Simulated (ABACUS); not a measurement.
Runs of ABACUS 3.10.1 on Ir. It takes space group Fm-3m (No. 225, cubic). Conventional cell: a = 3.831 Å, b = 3.831 Å, c = 3.831 Å, α = 90.00°, β = 90.00°, γ = 90.00°. Ir (site symmetry m-3m) has 12 Ir at 2.71 Å as nearest neighbours. 

```tsv
task	level	potentials or basis	cell	k mesh	cutoff (eV)	orbital files	SCF threshold on the density	eigensolver	symmetry key	threshold of the eigensolver	gap on the mesh (eV)	pressure (GPa)
single point	PBE	PseudoDojo NC SR 0.4.1 PBE standard, TZDP LCAO (the cutoffs set its grid)	as given	12 × 12 × 12	1361	Ir Ir_confined-atom_7au_4s3p3d1f.orb	1e-07	genelpa	1	-	none	11.1
single point	PBE	PseudoDojo NC SR 0.4.1 PBE standard, DZP LCAO (the cutoffs set its grid)	as given	12 × 12 × 12	1361	Ir Ir_confined-atom_7au_3s2p2d1f.orb	1e-07	genelpa	1	-	none	(a)
single point	revPBE	Ansatz NC PBE, plane waves	as given	10 × 10 × 10	925	-	1e-08	dav	1	-	none	14.7
single point	PBE	PseudoDojo NC SR 0.4.1 PBE standard, plane waves	as given	12 × 12 × 12	925	-	1e-08	dav	1	-	none	(b)
single point	SOGGA	PseudoDojo NC SR 0.4.1 PBE standard, plane waves	as given	10 × 10 × 10	925	-	1e-08	dav	1	-	none	-4.2
single point	r2SCAN	SG15 ONCV 1.2 PBE, plane waves	as given	8 × 8 × 8	1075	-	1e-08	dav	1	-	none	4.6
relaxation of cell and atoms	r2SCAN	SG15 ONCV 1.2 PBE, DZP LCAO (the cutoffs set its grid)	relaxed	9 × 9 × 9	1361	Ir Ir_confined-atom_7au_3s2p2d1f.orb	1e-07	genelpa	1	-	-	0.0
```

Alike in all rows: no spin polarisation; smearing fermi-dirac 0.05 eV.

**Question.** Estimate the missing entries.

**Answer.** (a) 12.4; (b) 10.4.

Caveats: the potentials were made for another functional, which shifts forces and pressure (some runs); the atomic orbitals were generated for these runs and aren't a published set (some runs); the basis of atomic orbitals isn't converged, which shifts pressures, moduli and gaps (some runs).

A k mesh can miss the band edges, and the runs leave out spin-orbit coupling on Ir.

A gap of «none» marks a metal or a gap under the smearing width.

Not every run made on this cell is shown here.
